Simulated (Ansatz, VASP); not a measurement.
CdF2 in VASP and in Ansatz

```
Cd F
1.0
     0.00000    2.72231    2.72231
     2.72231    0.00000    2.72231
     2.72231    2.72231    0.00000
Cd F
1 2
Direct
  0.00000 0.00000 0.00000
  0.25000 0.25000 0.25000
  0.75000 0.75000 0.75000
```

Alike in both runs: task single point; functional PBE; k mesh 12 × 12 × 12; occupations gaussian, width 0.05 eV; no spin polarisation.

|  | VASP | Ansatz |
| --- | --- | --- |
| version | VASP 6.6.1 | Ansatz 0.2.0 |
| potentials or method | VASP PAW PBE potentials, release 64 (Cd, F) | scalar-relativistic, plane waves, PAW |
| plane-wave cutoff (eV) | 520 | 420 |
| valence electrons in the cell | 26 | 34 |

```tsv
	VASP	Ansatz	Ansatz less VASP
gap on the k mesh at the Fermi level (eV)	2.96	2.99	+0.031
least direct gap on the mesh (eV)	3.49	3.52	+0.028
pressure (GPa)	2.6	2.0	-0.62
```

With one functional, cell and mesh, what is left measures potentials, basis and numerics. The two sets of potentials don't hold the same shells in valence.

A k mesh can miss the band edges. As with any semilocal functional, this PBE gap is likely too small.
